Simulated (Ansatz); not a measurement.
Crystal: Sr, simple cubic type, 1 atom in the cell.

Theory: PBE, plane waves, PAW datasets (generated soft set 1) (Ansatz).

Cutoff 420 eV; k-mesh 28×28×28 Γ-centred; Fermi–Dirac smearing of 0.0612 eV; no spin polarisation.

The fit to the energies gives V₀ = 57.116 Å³/atom (a₀ = 3.851 Å), B₀ = 7.1 GPa, B₀′ = 3.32.

Q: What pressure does the program print at V = 55.091 Å³/atom, and how far above the lowest computed point (V = 57.387 Å³/atom) does the energy lie?

A: 0.27 GPa and 1.64 meV/atom. All points:

```tsv
V (Å³/atom)	a (Å)	E − E(min) (meV/atom)	P (GPa)
53.944	3.7784	4.19	0.44
55.091	3.8051	1.64	0.27
56.239	3.8313	0.28	0.11
57.387	3.8572	0.00	-0.03
58.535	3.8827	0.72	-0.17
59.682	3.9079	2.36	-0.29
60.830	3.9328	4.84	-0.40
```

The published all-electron PBE values for this crystal (mean of FLEUR and WIEN2k, k-spacing 0.06 Å⁻¹; Bosoni et al., Nat. Rev. Phys. 6, 45 (2024)) are V₀ = 57.129 Å³/atom, B₀ = 7.1 GPa, B₀′ = 3.31.

The stress includes the program's correction for the finite plane-wave basis.

This cubic structure is a model: it isn't the usual form of the substance at ambient conditions, and such phases are metastable or hypothetical.
